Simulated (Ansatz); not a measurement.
# Dielectric response of SiC (10-10) films, part 4 of 5

Aim: the electronic and static ε of wurtzite SiC (10-10) from films of several thicknesses in a field.

Ansatz 0.2.0; plane-wave DFT, r2SCAN, Ansatz PAW (the session's first sound run).

So far. Step 14 (Response with the atoms held, 16 atoms, units 4): The induced dipole is that of a conductor 9.96 Å thick. Step 15 (Relaxing the film, 24 atoms, units 6): The gap is 1.81 eV, with the valence edge 5.76 eV and the conduction edge 3.95 eV under the upper vacuum level.

**17. The relaxed film, single point, 24 atoms, units 6**

The next thickness, treated alike, so that differences show the interior and the faces cancel.

input.yaml reads:

```yaml
crystal:
  lattice:
    - [3.08, 0.0, 0.0]
    - [0.0, 5.05, 0.0]
    - [0.0, 0.0, 32.2259106328]
  atoms:
    - { symbol: Si, position: [0.0, 0.0218606035, 0.2873152207] }
    - { symbol: C, position: [0.0, 0.3624018534, 0.2826431529] }
    - { symbol: Si, position: [0.5, 0.4894996622, 0.3050420763] }
    - { symbol: C, position: [0.5, 0.8638570719, 0.3060477366] }
    - { symbol: Si, position: [0.5, 0.0039755418, 0.3629030001] }
    - { symbol: C, position: [0.5, 0.3773652894, 0.3625202918] }
    - { symbol: Si, position: [0.0, 0.4988476832, 0.3896733815] }
    - { symbol: C, position: [0.0, 0.8757930143, 0.3895925855] }
    - { symbol: Si, position: [0.0, 0.0017405369, 0.4449579579] }
    - { symbol: C, position: [0.0, 0.3770138813, 0.4451392972] }
    - { symbol: Si, position: [0.5, 0.5008379509, 0.4725030155] }
    - { symbol: C, position: [0.5, 0.8768069087, 0.4722701835] }
    - { symbol: Si, position: [0.5, 0.0008379509, 0.5274969846] }
    - { symbol: C, position: [0.5, 0.3768069088, 0.5277298165] }
    - { symbol: Si, position: [0.0, 0.5017405371, 0.5550420422] }
    - { symbol: C, position: [0.0, 0.8770138815, 0.5548607029] }
    - { symbol: Si, position: [0.0, -0.0011523165, 0.6103266187] }
    - { symbol: C, position: [0.0, 0.3757930144, 0.6104074144] }
    - { symbol: Si, position: [0.5, 0.5039755421, 0.637097] }
    - { symbol: C, position: [0.5, 0.8773652897, 0.6374797081] }
    - { symbol: Si, position: [0.5, -0.0105003365, 0.6949579237] }
    - { symbol: C, position: [0.5, 0.3638570731, 0.6939522631] }
    - { symbol: Si, position: [0.0, 0.5218606038, 0.7126847795] }
    - { symbol: C, position: [0.0, 0.8624018542, 0.7173568469] }
kpoints:
  mp_grid: { grid: [8, 6, 1] }
hamiltonian:
  xc: r2scan
scf:
  occupations: { method: fixed }
  convergence: { dr2_threshold: 1.0e-09 }
efield:
  axis: 3
  dipole_correction: true
  ramp_position: 0.97
  ramp_width: 0.06
output:
  eigenvalues: true
  dos: { projected: true, e_range: [-7, 7] }
  write_potential: true
  write_density: true
  volumetric_format: npy
checkpoint:
  write: end6.run
  compress: false
  write_wavefunctions: false
```

On the command line:

```
$ ansatz run input.yaml --threads 8 --pin off --max-ram 12288MiB --backend cpu --events-out ev --progress --plain --runs-dir out
```

Numbers of over 12 decimals in the logs are rounded to 6 here.

The program printed:

```text
[...]
Crystal: 24 atoms, lattice volume = 501.242 Å³
Basis set: ecut = 500 eV, 12789 PW (Γ), exchange–correlation on 96×160×960 points (64 copies of the dense FFT grid, shifted against one another)
Bands: 72, of which v1, the nominal top of the filled ones, is band 48 counted from 1 (47 counted from 0)
Symmetry: 2 space group operations
[...]
k-point 0: bands = [... 44 lower, 1.5192, 1.6735, 1.7258, 1.7904, 4.8133, 4.8515, 5.0671, 5.4031, ... 20 higher]
  k-point 1: bands = [... 44 lower, 1.3747, 1.5145, 1.6038, 1.6408, 4.7803, 4.7992, 5.1279, 5.3977, ... 20 higher]
  k-point 2: bands = [... 44 lower, 1.0294, 1.2929, 1.5155, 1.6082, 4.5576, 4.5680, 5.2938, 5.3759, ... 20 higher]
  k-point 19: bands = [... 44 lower, -0.3109, -0.3109, 1.5251, 1.5251, 3.6122, 3.6122, 5.7476, 5.7476, ... 20 higher]
[key lines of the parts left out:]
SCF converged after 13 iterations
Free energy (F): -10690.868955 eV
Fermi energy:    1.800000 eV
Dipole field:    D = -0.000000 V/Å  (p = -0.000000 e·Å, saw-weighted, corrected)
Work function:   Φ+ = 5.7643 eV   Φ− = 5.7643 eV
```

The job ended after 36 s (8 threads of Arm Neoverse V2, shared host; peak memory 3 GiB; 4.7 min of CPU time).

Running mean over 2.667 Å of the planar mean; the ramp of the sawtooth is left out. Table of electron's electrostatic potential energy less the highest filled level by z:

| z (Å) | electron's electrostatic potential energy less the highest filled level (eV) |
| --- | --- |
| 3.5 | 5.76 |
| 4.0 | 5.76 |
| 4.5 | 5.76 |
| 5.0 | 5.76 |
| 5.5 | 5.76 |
| 6.0 | 5.74 |
| 6.5 | 5.65 |
| 7.0 | 5.29 |
| 7.5 | 3.90 |
| 8.0 | 0.682 |
| 8.5 | -3.26 |
| 9.0 | -6.17 |
| 9.5 | -7.30 |
| 10.0 | -7.99 |
| 10.5 | -8.35 |
| 11.0 | -7.85 |
| 11.5 | -7.54 |
| 12.0 | -7.59 |
| 12.5 | -7.65 |
| 13.0 | -7.70 |
| 13.5 | -7.67 |
| 14.0 | -7.64 |
| 14.5 | -7.63 |
| 15.0 | -7.64 |
| 15.5 | -7.66 |
| 16.0 | -7.67 |
| 16.5 | -7.66 |
| 17.0 | -7.65 |
| 17.5 | -7.63 |
| 18.0 | -7.63 |
| 18.5 | -7.65 |
| 19.0 | -7.69 |
| 19.5 | -7.68 |
| 20.0 | -7.62 |
| 20.5 | -7.55 |
| 21.0 | -7.63 |
| 21.5 | -8.18 |
| 22.0 | -8.26 |
| 22.5 | -7.60 |
| 23.0 | -6.82 |
| 23.5 | -4.81 |
| 24.0 | -1.11 |
| 24.5 | 2.63 |
| 25.0 | 4.88 |
| 25.5 | 5.54 |
| 26.0 | 5.71 |
| 26.5 | 5.75 |
| 27.0 | 5.76 |
| 27.5 | 5.76 |
| 28.0 | 5.76 |
| 28.5 | 5.76 |
| 29.0 | 5.76 |

The gap is 1.81 eV, with the valence edge 5.76 eV and the conduction edge 3.95 eV under the upper vacuum level.

**18. Atoms held, 24 atoms, units 6, field 0.05 V/Å**

Edit input.yaml of step 17 so:

```diff
@@ -36,3 +36,3 @@
   occupations: { method: fixed }
-  convergence: { dr2_threshold: 1.0e-09 }
+  convergence: { dr2_threshold: 1.0e-10 }
 efield:
@@ -42,5 +42,4 @@
   ramp_width: 0.06
+  amplitude: 0.05
 output:
-  eigenvalues: true
-  dos: { projected: true, e_range: [-7, 7] }
   write_potential: true
@@ -48,5 +47 @@
   volumetric_format: npy
-checkpoint:
-  write: end6.run
-  compress: false
-  write_wavefunctions: false
```

The program printed:

```text
[...]
Crystal: 24 atoms, lattice volume = 501.242 Å³
Basis set: ecut = 500 eV, 12789 PW (Γ), exchange–correlation on 96×160×960 points (64 copies of the dense FFT grid, shifted against one another)
Bands: 72, of which v1, the nominal top of the filled ones, is band 48 counted from 1 (47 counted from 0)
Symmetry: 2 space group operations
k-points: 20 of 48 (time reversal used)
[...]
k-point 0: bands = [... 44 lower, 1.5179, 1.6606, 1.7285, 1.8039, 4.7769, 4.8863, 5.0661, 5.4042, ... 20 higher]
  k-point 1: bands = [... 44 lower, 1.3736, 1.5007, 1.6062, 1.6548, 4.7339, 4.8451, 5.1255, 5.3991, ... 20 higher]
  k-point 2: bands = [... 44 lower, 1.0283, 1.2953, 1.4992, 1.6246, 4.5069, 4.6183, 5.2914, 5.3759, ... 20 higher]
  k-point 19: bands = [... 44 lower, -0.3382, -0.2820, 1.4764, 1.5736, 3.5642, 3.6600, 5.7438, 5.7494, ... 20 higher]
[key lines of the parts left out:]
SCF converged after 13 iterations
Free energy (F): -10690.870507 eV
Fermi energy:    1.817387 eV
Dipole field:    D = 0.022419 V/Å  (p = 0.062101 e·Å, saw-weighted, corrected)
```

Elapsed: 33 s, on 8 threads; peak memory 3.1 GiB.

The dipole is 0.0621 e·Å, and the gap on the mesh 1.747 eV.

**19. Atoms held, 24 atoms, units 6, field -0.05 V/Å**

Edit input.yaml of step 18 so:

```diff
@@ -42,3 +42,3 @@
   ramp_width: 0.06
-  amplitude: 0.05
+  amplitude: -0.05
 output:
```

The program printed:

```text
[...]
Crystal: 24 atoms, lattice volume = 501.242 Å³
Basis set: ecut = 500 eV, 12789 PW (Γ), exchange–correlation on 96×160×960 points (64 copies of the dense FFT grid, shifted against one another)
Bands: 72, of which v1, the nominal top of the filled ones, is band 48 counted from 1 (47 counted from 0)
Symmetry: 2 space group operations
k-points: 20 of 48 (time reversal used)
[...]
k-point 0: bands = [... 44 lower, 1.5179, 1.6606, 1.7285, 1.8039, 4.7769, 4.8863, 5.0661, 5.4042, ... 20 higher]
  k-point 1: bands = [... 44 lower, 1.3736, 1.5007, 1.6062, 1.6548, 4.7339, 4.8451, 5.1255, 5.3991, ... 20 higher]
  k-point 2: bands = [... 44 lower, 1.0283, 1.2953, 1.4992, 1.6246, 4.5069, 4.6183, 5.2914, 5.3759, ... 20 higher]
  k-point 19: bands = [... 44 lower, -0.3382, -0.2820, 1.4764, 1.5736, 3.5642, 3.6600, 5.7438, 5.7494, ... 20 higher]
[key lines of the parts left out:]
SCF converged after 13 iterations
Free energy (F): -10690.870507 eV
Fermi energy:    1.817387 eV
Dipole field:    D = -0.022419 V/Å  (p = -0.062101 e·Å, saw-weighted, corrected)
```

It took 33 s on 8 threads; peak memory 3.1 GiB; 4.4 min of CPU time.

The dipole is -0.0621 e·Å, and the gap on the mesh 1.747 eV.

**20. Response with the atoms held, 24 atoms, units 6**

This step: plane-wave DFT, r2SCAN, Ansatz PAW; response to a field along the normal, atoms held (Ansatz 0.2.0).

Local field over the applied field, running mean. From the potentials at -0.05 and 0.05 V/Å; running mean over 2.667 Å, taken twice. Table of local field over applied field by z:

z (Å), local field over applied field and a bar from the least value:
```
      4.5      0.995 ##############################
      5.0      0.987 ##############################
      5.5      0.968 #############################
      6.0      0.929 ############################
      6.5      0.862 #########################
      7.0      0.765 ######################
      7.5      0.642 ##################
      8.0      0.506 #############
      8.5      0.375 #########
      9.0      0.266 #####
      9.5      0.190 ##
     10.0      0.145 #
     10.5      0.126 
     11.0      0.125 
     11.5      0.129 
     12.0      0.134 
     12.5      0.139 #
     13.0      0.143 #
     13.5      0.146 #
     14.0      0.148 #
     14.5      0.149 #
     15.0      0.150 #
     15.5      0.151 #
     16.0      0.151 #
     16.5      0.151 #
     17.0      0.150 #
     17.5      0.150 #
     18.0      0.148 #
     18.5      0.147 #
     19.0      0.144 #
     19.5      0.141 #
     20.0      0.136 
     20.5      0.132 
     21.0      0.126 
     21.5      0.124 
     22.0      0.133 
     22.5      0.166 #
     23.0      0.228 ####
     23.5      0.322 #######
     24.0      0.445 ###########
     24.5      0.581 ################
     25.0      0.712 ####################
     25.5      0.822 ########################
     26.0      0.902 ###########################
     26.5      0.953 #############################
     27.0      0.980 #############################
     27.5      0.992 ##############################
```

The induced dipole is that of a conductor 14.45 Å thick.

**21. Relaxing in the field, 24 atoms, units 6, field 0.05 V/Å**

This step: plane-wave DFT, r2SCAN, Ansatz PAW (Ansatz 0.2.0).

The same pair of relaxations in the field for this thickness.

Edit input.yaml of step 19 so:

```diff
@@ -42,3 +42,6 @@
   ramp_width: 0.06
-  amplitude: -0.05
+  amplitude: 0.05
+relax:
+  f_tol: 0.0006
+  max_steps: 70
 output:
```

The program printed:

```text
[...]
Crystal: 24 atoms, lattice volume = 501.242 Å³
Basis set: ecut = 500 eV, 12789 PW (Γ), exchange–correlation on 96×160×960 points (64 copies of the dense FFT grid, shifted against one another)
Bands: 72, of which v1, the nominal top of the filled ones, is band 48 counted from 1 (47 counted from 0)
Symmetry: 2 space group operations
k-points: 20 of 48 (time reversal used)
[...]
- { symbol: Si, position: [0.0, -0.00114914, 0.610334] }
    - { symbol: C, position: [0.0, 0.375796, 0.610403] }
    - { symbol: Si, position: [0.5, 0.503967, 0.637118] }
    - { symbol: C, position: [0.5, 0.877360, 0.637465] }
    - { symbol: Si, position: [0.5, -0.010513, 0.694962] }
    - { symbol: C, position: [0.5, 0.363835, 0.693951] }
    - { symbol: Si, position: [0.0, 0.521795, 0.712712] }
    - { symbol: C, position: [0.0, 0.862329, 0.717322] }
[key lines of the parts left out:]
SCF converged after 2 iterations
Free energy (F): -10690.870592 eV
Fermi energy:    1.808807 eV
Dipole field:    D = 0.023647 V/Å  (p = 0.065502 e·Å, saw-weighted, corrected)
```

The job ended after 79 s (8 threads; peak memory 3 GiB; 10 min of CPU time).

No atom moved by 0.005 Å in the relaxation.

The relaxation took 4 steps and lowered the energy by 8.5e-5 eV; the largest force on the free atoms ends at 2.8e-4 eV/Å.

The dipole is 0.0655 e·Å, and the gap on the mesh 1.774 eV.

**22. Field on, atoms free, 24 atoms, units 6, field -0.05 V/Å**

The opposite sign, again from the field-free geometry; the difference of the two cancels what relaxes without a field.

Edit input.yaml of step 21 so:

```diff
@@ -42,3 +42,3 @@
   ramp_width: 0.06
-  amplitude: 0.05
+  amplitude: -0.05
 relax:
```

The program printed:

```text
[...]
Crystal: 24 atoms, lattice volume = 501.242 Å³
Basis set: ecut = 500 eV, 12789 PW (Γ), exchange–correlation on 96×160×960 points (64 copies of the dense FFT grid, shifted against one another)
Bands: 72, of which v1, the nominal top of the filled ones, is band 48 counted from 1 (47 counted from 0)
Symmetry: 2 space group operations
k-points: 20 of 48 (time reversal used)
[...]
- { symbol: Si, position: [0.0, -0.00116059, 0.610320] }
    - { symbol: C, position: [0.0, 0.375782, 0.610414] }
    - { symbol: Si, position: [0.5, 0.503982, 0.637077] }
    - { symbol: C, position: [0.5, 0.877366, 0.637496] }
    - { symbol: Si, position: [0.5, -0.010481, 0.694956] }
    - { symbol: C, position: [0.5, 0.363885, 0.693957] }
    - { symbol: Si, position: [0.0, 0.521932, 0.712661] }
    - { symbol: C, position: [0.0, 0.862480, 0.717394] }
[key lines of the parts left out:]
SCF converged after 2 iterations
Free energy (F): -10690.870592 eV
Fermi energy:    1.808807 eV
Dipole field:    D = -0.023647 V/Å  (p = -0.065502 e·Å, saw-weighted, corrected)
```

Elapsed: 79 s, on 8 threads; peak memory 3 GiB.

Hardly anything moved in the relaxation; the energy changed by under 0.2 meV an atom.

The relaxation took 4 steps and lowered the energy by 8.5e-5 eV; the largest force on the free atoms ends at 2.8e-4 eV/Å.

The dipole is -0.0655 e·Å, and the gap on the mesh 1.774 eV.

**23. Response with the atoms relaxed, 24 atoms, units 6**

This step: plane-wave DFT, r2SCAN, Ansatz PAW; response to a field along the normal, atoms relaxed (Ansatz 0.2.0).

Numbers from this step:

```yaml
equivalent_conductor_thickness_p_eps_0ae: 15.24 Å
inner_field_over_outer_field: 0.1016
local_eps_in_the_middle: 9.841
```

Local field over the applied field, running mean. From the potentials at -0.05 and 0.05 V/Å; running mean over 2.667 Å, taken twice. The local field over applied field by z:

| z (Å) | local field over applied field |
| --- | --- |
| 5 | 0.988 |
| 6 | 0.929 |
| 7 | 0.763 |
| 8 | 0.479 |
| 9 | 0.230 |
| 10 | 0.0916 |
| 11 | 0.0743 |
| 12 | 0.0824 |
| 13 | 0.0968 |
| 14 | 0.101 |
| 15 | 0.102 |
| 16 | 0.101 |
| 17 | 0.102 |
| 18 | 0.102 |
| 19 | 0.0978 |
| 20 | 0.0891 |
| 21 | 0.0735 |
| 22 | 0.0838 |
| 23 | 0.186 |
| 24 | 0.414 |
| 25 | 0.704 |
| 26 | 0.900 |
| 27 | 0.981 |

The induced dipole is that of a conductor 15.24 Å thick.

**24. Electronic ε from the series**

This step: plane-wave DFT, r2SCAN, Ansatz PAW; permittivity from the thickness series, atoms held (Ansatz 0.2.0).

Each added layer adds t(1 − 1/ε) to the dipole term, so the slope against thickness gives ε without a choice of where the film ends.

This step gave:

| Property | Result |
| --- | --- |
| slope | 0.8428 |
| intercept of the fit | 2.644 Å |
| ε of the interior | 6.360 |

Table of equivalent conductor thickness by distance between the outer atoms:

| distance between the outer atoms (Å) | equivalent conductor thickness (Å) |
| --- | --- |
| 6.02 | 7.71 |
| 8.68 | 9.96 |
| 14.01 | 14.4 |

By hand, from the thinnest and the thickest film: slope = (14.449 − 7.713) / (14.009 − 6.017) = 0.843, so ε = 1/(1 − 0.843) = 6.36.

**25. Static ε from the series**

This step: plane-wave DFT, r2SCAN, Ansatz PAW; permittivity from the thickness series, atoms relaxed (Ansatz 0.2.0).

The same fit for the relaxed films. The nearer its slope lies to 1, the more ε hangs on small errors.

Numbers from this step:

```
slope                : 0.8971
intercept of the fit : 2.673 Å
ε of the interior    : 9.719
```

Equivalent conductor thickness against distance between the outer atoms:

| distance between the outer atoms (Å) | equivalent conductor thickness (Å) |
| --- | --- |
| 6.02 | 8.07 |
| 14.01 | 15.2 |

By hand, from the thinnest and the thickest film: slope = (15.241 − 8.071) / (14.009 − 6.017) = 0.897, so ε = 1/(1 − 0.897) = 9.72. One nm of such a film has the capacitance of 3.9/9.72 = 0.40 nm of SiO₂ (its equivalent oxide thickness).

(Part 4 of 5 ends here.)

[Logs are printed without paths, hosts, clocks, repeated set-up lines and the standing remarks that a program may print on its own settings, such as how far it seeks lower states.]

[Hosts, paths, dates, database ids (printed as entryN), source tags and the programs' standing remarks are cut or masked in the printed files.]

[Maps of the electrostatic potential energy from Ansatz leave out the sawtooth potential of an applied field or a dipole correction, so their vacuum need not be flat; planar profiles and work functions include it.]
